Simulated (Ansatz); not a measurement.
(012) slab cut from the bulk of MoS$_{2}$, 15 Å of vacuum:

```yaml
crystal:
  lattice:
    - [3.14312, 0.00000, 0.00000]
    - [0.00000, 6.54009, 0.00000]
    - [0.00000, 0.00000, 26.76454]
  atoms:
    - { symbol: Mo, position: [0.50000, 0.88451, 0.28022] }
    - { symbol: S, position: [0.00000, 0.61709, 0.29663] }
    - { symbol: S, position: [0.00000, 0.07487, 0.32894] }
    - { symbol: Mo, position: [0.00000, 0.76903, 0.37793] }
    - { symbol: S, position: [0.50000, 0.50160, 0.39434] }
    - { symbol: S, position: [0.50000, 0.95938, 0.42665] }
    - { symbol: Mo, position: [0.50000, 0.65354, 0.47564] }
    - { symbol: S, position: [0.00000, 0.38612, 0.49205] }
    - { symbol: S, position: [0.00000, 0.84390, 0.52436] }
    - { symbol: Mo, position: [0.00000, 0.53806, 0.57335] }
    - { symbol: S, position: [0.50000, 0.27063, 0.58976] }
    - { symbol: S, position: [0.50000, 0.72841, 0.62207] }
    - { symbol: Mo, position: [0.50000, 0.42257, 0.67106] }
    - { symbol: S, position: [0.00000, 0.15515, 0.68747] }
    - { symbol: S, position: [0.00000, 0.61293, 0.71978] }
```

The calculation used DFT PBEsol, scalar-relativistic, plane waves, PAW (Ansatz). Cutoff 420 eV; k points 8×4×1 on the computed 15-atom cell (Γ-centred); Gaussian smearing, width 0.05 eV; no spin polarisation. A dipole correction removes the field between periodic images along c.

This base run converges in 15 iterations with a largest force of 1.618 eV/Å and a work function of 6.26 eV on the top face.

One setting at a time is then changed, some of them on purpose to poor values; changes count from the base run, energies are extrapolated to zero smearing, γ keeps the base's bulk energy, atoms stay where they are, and risky runs are capped at 50 to 100 iterations. The base run carries 0.00 μB a cell. Where the moment changes much, the run ended in another magnetic state, and its other changes belong to that and not to the setting alone.

Task: What does each change do? spin: collinear; field of 4.0 V/Å along c; field of 0.1 V/Å along c; cutoff 200 eV; dipole ramp at c = 0.76; k mesh 12×6×1; the slab thinned to 6 atoms (same faces, atoms at the bulk's places); no dipole correction, vacuum of 5 Å.

Result:
```json
{"change": "spin: collinear", "outcome": "converged", "SCF iterations": "19", "ΔE (meV/atom)": "-3.3", "Δγ (J/m²)": "-0.019", "Δφ top (eV)": "-0.10", "largest force (eV/Å)": "1.637", "largest change of a force (eV/Å)": "0.102", "moment (μB a cell)": "1.02"}
{"change": "field of 4.0 V/Å along c", "outcome": "converged with warnings", "SCF iterations": "21", "ΔE (meV/atom)": "-816.6", "Δγ (J/m²)": "", "Δφ top (eV)": "", "largest force (eV/Å)": "1.126", "largest change of a force (eV/Å)": "0.532", "moment (μB a cell)": "0.00"}
{"change": "field of 0.1 V/Å along c", "outcome": "converged", "SCF iterations": "20", "ΔE (meV/atom)": "+1.2", "Δγ (J/m²)": "", "Δφ top (eV)": "", "largest force (eV/Å)": "1.617", "largest change of a force (eV/Å)": "0.013", "moment (μB a cell)": "0.00"}
{"change": "cutoff 200 eV", "outcome": "converged with warnings", "SCF iterations": "18", "ΔE (meV/atom)": "+1433.2", "Δγ (J/m²)": "", "Δφ top (eV)": "+0.09", "largest force (eV/Å)": "1.779", "largest change of a force (eV/Å)": "0.251", "moment (μB a cell)": "0.00"}
{"change": "dipole ramp at c = 0.76", "outcome": "converged with warnings", "SCF iterations": "21", "ΔE (meV/atom)": "+9.4", "Δγ (J/m²)": "+0.055", "Δφ top (eV)": "", "largest force (eV/Å)": "1.615", "largest change of a force (eV/Å)": "1.149", "moment (μB a cell)": "0.00"}
{"change": "k mesh 12×6×1", "outcome": "converged", "SCF iterations": "15", "ΔE (meV/atom)": "-0.4", "Δγ (J/m²)": "-0.003", "Δφ top (eV)": "-0.01", "largest force (eV/Å)": "1.698", "largest change of a force (eV/Å)": "0.083", "moment (μB a cell)": "0.00"}
{"change": "the slab thinned to 6 atoms (same faces, atoms at the bulk's places)", "outcome": "converged", "SCF iterations": "10", "ΔE (meV/atom)": "+452.6", "Δγ (J/m²)": "-0.134", "Δφ top (eV)": "-0.20", "largest force (eV/Å)": "1.785", "largest change of a force (eV/Å)": "", "moment (μB a cell)": "0.00"}
{"change": "no dipole correction, vacuum of 5 Å", "outcome": "converged", "SCF iterations": "16", "ΔE (meV/atom)": "-9.6", "Δγ (J/m²)": "-0.056", "Δφ top (eV)": "", "largest force (eV/Å)": "1.565", "largest change of a force (eV/Å)": "0.154", "moment (μB a cell)": "0.00"}
```

The ramp of the dipole correction has to lie in the vacuum; near the atoms its field pushes on them.

In some of the runs (field 4.0, cutoff 200, ramp position 0.76) charge leaks into the vacuum, so their work functions can be off.

Cost: 9 runs of about 22 core-minutes in all, on Intel Xeon Processor @ 2.70GHz (shared hosts).